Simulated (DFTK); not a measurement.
# Zr (Im-3m) in DFTK: reference runs

Reference runs on Zr: the cell as given and a disturbed copy.

Everything below comes from runs of DFTK 0.8.2. Logs are shortened: lines on timing, memory, paths and dates and some standing lists are left out, and cuts for length are marked.

## (1) Starting point

Symmetry: Im-3m, No. 229, cubic system. The conventional cell has a = 3.620 Å, b = 3.620 Å, c = 3.620 Å, α = 90.00°, β = 90.00°, γ = 90.00°. Zr (site symmetry m-3m) is surrounded by 8 Zr at 3.14 Å.

This isn't the form of Zr at room conditions, which is hcp.

## (2) Single point, PBEsol

Contents of run.jl:

```julia
using DFTK
using PseudoPotentialData
using Unitful, UnitfulAtomic
using LinearAlgebra, Printf
include("save.jl")
disable_threading()

# lattice vectors are the columns
lattice = austrip(1u"Å") * [         -1.81           1.81           1.81;
                     1.81          -1.81           1.81;
                     1.81           1.81          -1.81]
symbols   = [:Zr]
positions = [[0.0, 0.0, 0.0]]
pseudopotentials = PseudoFamily("dojo.nc.sr.pbesol.v0_4_1.standard.upf")
elements = Dict(s => ElementPsp(s, pseudopotentials) for s in unique(symbols))
atoms    = [elements[s] for s in symbols]

build_model(lattice, positions; symmetries=true) =
    model_DFT(lattice, atoms, positions;
              functionals=PBEsol(),
              temperature=austrip(0.05u"eV"),
              smearing=Smearing.FermiDirac(),
              symmetries)
Ecut  = 33.0  # hartree
kgrid = [10, 10, 10]
tol   = 1e-6
to_GPa = ustrip(uconvert(u"GPa", 1u"hartree/bohr^3"))

model = build_model(lattice, positions)
basis = PlaneWaveBasis(model; Ecut, kgrid)
display(basis)
scfres = self_consistent_field(basis;
                               tol,
                               nbandsalg=AdaptiveBands(model; n_bands_converge=11))
display(scfres.energies)
@printf "Fermi level: %.6f eV\n" ustrip(auconvert(u"eV", something(scfres.εF, NaN)))
forces = compute_forces_cart(scfres)
println("Forces (eV/Å)")
for (s, f) in zip(symbols, forces)
    @printf "%-3s %12.6f %12.6f %12.6f\n" s ustrip.(auconvert.(u"eV/Å", f))...
end
stress = compute_stresses_cart(scfres)
println("Stress (GPa)")
display(round.(stress * to_GPa; digits=4))
println("Levels at the first k-point (eV): ", round.(ustrip.(auconvert.(u"eV", scfres.eigenvalues[1][1:scfres.n_bands_converge])); digits=4))
save_scf!(scfres; forces, stress)
```

Potentials or basis: dojo.nc.sr.pbesol.v0_4_1.standard.upf (PBEsol).

Launch:

```sh
$ julia --threads=1 run.jl  # save.jl only writes the numbers to a file and isn't shown; printed stress counts tension as positive; times include loading and compiling
```

Standard output:

```text
PlaneWaveBasis discretization:

    Ecut                 : 33.0 Ha
    fft_size             : (36, 36, 36), 46656 total points
    kgrid                : MonkhorstPack([10, 10, 10])
    num.   red. kpoints  : 1000
    num. irred. kpoints  : 47

    Discretized Model(gga_x_pbe_sol+gga_c_pbe_sol, 3D):
        lattice (in Bohr)    : [-3.4204   , 3.4204    , 3.4204    ]
                               [3.4204    , -3.4204   , 3.4204    ]
                               [3.4204    , 3.4204    , -3.4204   ]
        unit cell volume     : 160.06 Bohr³

        atoms                : Zr
        pseudopot. family    : PseudoFamily("dojo.nc.sr.pbesol.v0_4_1.standard.upf")

        num. electrons       : 12
        spin polarization    : none
        temperature          : 0.0018375 Ha
        smearing             : DFTK.Smearing.FermiDirac()

        terms                : Kinetic()
                               AtomicLocal()
                               AtomicNonlocal()
                               Ewald(nothing)
                               PspCorrection()
                               Hartree()
                               Xc(gga_x_pbe_sol, gga_c_pbe_sol)
                               Entropy()
n     Energy            log10(ΔE)   log10(Δρ)   Diag   Δtime
---   ---------------   ---------   ---------   ----   ------
  1   -50.58679619883                   -1.14    4.4    4.68s
  2   -50.59123830421       -2.35       -1.40    1.0    3.36s
  3   -50.59325620788       -2.70       -2.18    2.1    2.25s
  4   -50.59329001473       -4.47       -2.73    2.2    3.34s
  5   -50.59329446977       -5.35       -3.48    2.3    3.60s
  6   -50.59329460985       -6.85       -4.23    2.2    2.42s
  7   -50.59329461116       -8.88       -4.87    2.3    3.38s
  8   -50.59329461118      -10.70       -5.38    2.2    3.51s
  9   -50.59329461119      -10.87       -6.01    2.0    2.18s
Energy breakdown (in Ha):
    Kinetic             14.4160632
    AtomicLocal         -30.3567271
    AtomicNonlocal      5.2298218
    Ewald               -38.3031926
    PspCorrection       1.4160006
    Hartree             6.9441625
    Xc                  -9.9388291
    Entropy             -0.0005940

    total               -50.593294611194
Fermi level: 10.235070 eV
Forces (eV/Å)
Zr      0.000000     0.000000     0.000000
Stress (GPa)
3×3 StaticArraysCore.SMatrix{3, 3, Float64, 9} with indices SOneTo(3)×SOneTo(3):
 6.9598  0.0     0.0
 0.0     6.9598  0.0
 0.0     0.0     6.9598
Levels at the first k-point (eV): [-38.2421, -15.8019, -15.8019, -15.8019, 4.84, 11.3015, 11.3015, 11.3015, 13.7366, 13.7366, 22.6171]
```

Run time: 72 s. Hardware: 1 thread of Intel Xeon at 2.70GHz, shared host; peak memory 1.5 GiB.

What came out:

- Free energy: -1376.7137 eV
- Pressure: -7.0 GPa
- Band gap on the k mesh: none (metal or under the smearing width)

## (3) Single point, PBEsol (cell strained at random at fixed volume)

run.jl: that of step 2 with these lines changed.

```diff
@@ -8,7 +8,7 @@
 # lattice vectors are the columns
-lattice = austrip(1u"Å") * [         -1.81           1.81           1.81;
-                     1.81          -1.81           1.81;
-                     1.81           1.81          -1.81]
+lattice = austrip(1u"Å") * [     -1.844271       1.879124        1.75054;
+                 1.860235      -1.871496       1.777765;
+                  1.77457       1.820684      -1.785831]
 symbols   = [:Zr]
-positions = [[0.0, 0.0, 0.0]]
+positions = [[0.022387, -0.003988, 0.012007]]
 pseudopotentials = PseudoFamily("dojo.nc.sr.pbesol.v0_4_1.standard.upf")
```

Potentials or basis: dojo.nc.sr.pbesol.v0_4_1.standard.upf (PBEsol).

Launch:

```sh
$ julia --threads=1 run.jl  # save.jl only writes the numbers to a file and isn't shown; printed stress counts tension as positive; times include loading and compiling
```

Wall time 13 min (1 thread of Intel Xeon at 2.70GHz, shared host); peak memory 4.8 GiB.

It converged, with:

```
Free energy            : -1376.7082 eV
Pressure               : -6.9 GPa
Band gap on the k mesh : none (metal or under the smearing width)
```

Stress tensor (GPa, compression positive):
```
-6.87  1.28 -0.55
 1.28 -6.87  0.35
-0.55  0.35 -7.04
```

Levels at points of the mesh, in eV from the Fermi level:
```tsv
k point	band 3	band 4	band 5	band 6	band 7	band 8	band 9	band 10
(0.00, 0.00, 0.00)	-26.01	-25.96	-5.37	0.77	0.95	1.48	3.53	3.62
(-0.50, 0.00, 0.00)	-26.32	-26.01	-2.75	-0.69	1.56	3.53	4.16	6.19
(0.00, -0.50, 0.00)	-26.29	-26.00	-2.75	-0.74	1.42	3.66	4.29	6.06
(-0.50, -0.50, 0.00)	-26.24	-25.98	-2.78	-0.69	1.16	3.66	4.41	5.95
(0.00, 0.00, -0.50)	-26.36	-26.04	-2.74	-0.50	1.80	3.21	3.81	6.40
(-0.50, 0.00, -0.50)	-26.33	-26.02	-2.74	-0.68	1.66	3.49	4.08	6.25
(0.00, -0.50, -0.50)	-26.29	-26.01	-2.75	-0.69	1.49	3.56	4.20	6.09
(-0.50, -0.50, -0.50)	-26.64	-26.57	-2.48	-2.47	5.09	5.55	5.91	6.98
```
